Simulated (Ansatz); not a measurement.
**Ca under compression and expansion**

```cif
data_structure
_symmetry_space_group_name_H-M 'P 1'
_symmetry_Int_Tables_number 1
_cell_length_a 3.9800
_cell_length_b 3.9800
_cell_length_c 6.5200
_cell_angle_alpha 90.000
_cell_angle_beta 90.000
_cell_angle_gamma 120.000
_cell_volume 89.44
loop_
_atom_site_label
_atom_site_type_symbol
_atom_site_fract_x
_atom_site_fract_y
_atom_site_fract_z
_atom_site_occupancy
Ca1 Ca 0.33333 0.66667 0.25000 1
Ca2 Ca 0.66667 0.33333 0.75000 1
```

The runs use the primitive cell with vectors (3.980, 0.000, 0.000), (-1.990, 3.447, 0.000), (0.000, 0.000, 6.520) Å, to which the k mesh refers.

The structure is an experimental refinement, used without relaxation. It was measured hot, at 723 K.

Methods: DFT, PBE, all-electron LAPW, scalar-relativistic (Ansatz 0.2.0); DFT, PBE, PAW with Ansatz's default frozen-core files, scalar-relativistic (Ansatz 0.2.0).

For LAPW: a Γ-centred 11×11×6 k mesh, Fermi–Dirac smearing of 0.08 eV, basis error target 0.5 meV/atom, no spin polarisation. PAW takes a cutoff of 420 eV at this cell. The Ansatz runs share mesh, smearing and spin set-up. Plane-wave (PAW) pressures include the program's estimate of the Pulay term.

The cell above is scaled evenly, with fractional coordinates and shape held.

```json
{"V/V(cell)": "0.9600", "V (Å³/atom)": "42.932", "P, LAPW (GPa)": "-0.20", "P, PAW (GPa)": "-0.20", "free energy over the lowest listed, PAW (meV/atom)": "0.0"}
{"V/V(cell)": "0.9800", "V (Å³/atom)": "43.827", "P, LAPW (GPa)": "-0.53", "P, PAW (GPa)": "-0.53", "free energy over the lowest listed, PAW (meV/atom)": "2.0"}
{"V/V(cell)": "1.0000", "V (Å³/atom)": "44.721", "P, LAPW (GPa)": "-0.83", "P, PAW (GPa)": "-0.83", "free energy over the lowest listed, PAW (meV/atom)": "5.9"}
{"V/V(cell)": "1.0200", "V (Å³/atom)": "45.616", "P, LAPW (GPa)": "-1.11", "P, PAW (GPa)": "-1.11", "free energy over the lowest listed, PAW (meV/atom)": "11.3"}
{"V/V(cell)": "1.0400", "V (Å³/atom)": "46.510", "P, LAPW (GPa)": "?", "P, PAW (GPa)": "?", "free energy over the lowest listed, PAW (meV/atom)": "?"}
```

Question: Fill in the row V/V(cell) = 1.0400.

Answer: P, LAPW (GPa) = -1.36, P, PAW (GPa) = -1.36, free energy over the lowest listed, PAW (meV/atom) = 18.2.
